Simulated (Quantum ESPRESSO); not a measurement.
## WSe in Quantum ESPRESSO: the effect of functional

WSe, a slab with vacuum:

```
CELL_PARAMETERS angstrom
3.31794 0.00000 0.00000
-1.65897 2.87342 0.00000
0.00000 0.00000 31.65814
ATOMIC_POSITIONS crystal
W 0.00000 0.00000 0.23691
Se 0.33333 0.66667 0.28941
Se 0.33333 0.66667 0.71059
W 0.00000 0.00000 0.76309
```

Alike in all runs:

```yaml
Program: Quantum ESPRESSO 7.5
Task: work function
Potentials_or_basis: SG15 PBE 1.2
Cutoff: 1020 eV
Density_cutoff: 4082 eV
k_mesh: 4 × 4 × 1
Occupations: fermi-dirac, width 0.05 eV
Spin: no spin polarisation
```

Q: One run gave: largest force 0.11 eV/Å. Which functional did it use?
A. PBEsol
B. RPBE
C. AM05
D. revPBE
E. rev-vdW-DF2

A: B.

```csv
functional,largest force (eV/Å)
LDA,1.15
PBEsol,0.73
RPBE,0.11
revPBE,0.18
AM05,0.76
rev-vdW-DF2,0.54
```

Caveats: all runs use coarse meshes; the potentials were made for another functional, which shifts forces and pressure.

Runs at the PBE level aren't shown here.
